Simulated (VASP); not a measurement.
The system is Mg3Sb2.

```xyz
5
Lattice="4.5820 0.0000 0.0000 -2.2910 3.9681 0.0000 0.0000 0.0000 7.2440" Properties=species:S:1:pos:R:3 pbc="T T T"
Mg    0.0000    2.6454    4.5637
Mg    2.2910    1.3227    2.6803
Mg    0.0000    0.0000    0.0000
Sb    0.0000    2.6454    1.7023
Sb    2.2910    1.3227    5.5417
```

| Property | Result |
| --- | --- |
| Program | VASP 6.6.1 |
| Task | relaxation of cell and atoms |
| Functional | r2SCAN |
| Potentials or basis | VASP PAW PBE potentials, release 64 (Mg, Sb) |
| Cutoff | 600 eV |
| k mesh | 9 × 9 × 5 |
| Occupations | gaussian, width 0.03 eV |
| Spin | no spin polarisation |

At the start: pressure 0.0 GPa; volume 26.34 Å³/atom.

**Question.** How do energy, volume and symmetry change on relaxing?

**Answer.** Over 6 steps the energy falls by 4.3 meV/atom and the volume is 26.18 Å³/atom (-0.6 %); space group P-3m1 (No. 164, to 0.05 Å).

Step by step:
| step | energy change (eV) | largest force (eV/Å) | pressure (GPa) | volume (Å³) |
| --- | --- | --- | --- | --- |
| 1 | 0.0000 | 0.3559 | 0.02 | 131.71 |
| 2 | -0.0138 | 0.1987 | -0.13 | 131.78 |
| 3 | -0.0176 | 0.0753 | -0.24 | 131.84 |
| 4 | -0.0204 | 0.0468 | 0.02 | 130.99 |
| 5 | -0.0209 | 0.0269 | 0.19 | 130.44 |
| 6 | -0.0214 | 0.0099 | -0.03 | 130.92 |

Final structure:
```xyz
5
Lattice="4.5674 0.0000 0.0000 -2.2837 3.9554 0.0000 0.0000 0.0000 7.2468" Properties=species:S:1:pos:R:3 pbc="T T T"
Mg    0.0000    2.6370    4.5870
Mg    2.2837    1.3185    2.6598
Mg    4.5674    0.0000    7.2468
Sb    0.0000    2.6370    1.6540
Sb    2.2837    1.3185    5.5928
```

Caveat: the PAW data sets were made with another functional, which shifts forces and pressure a little.
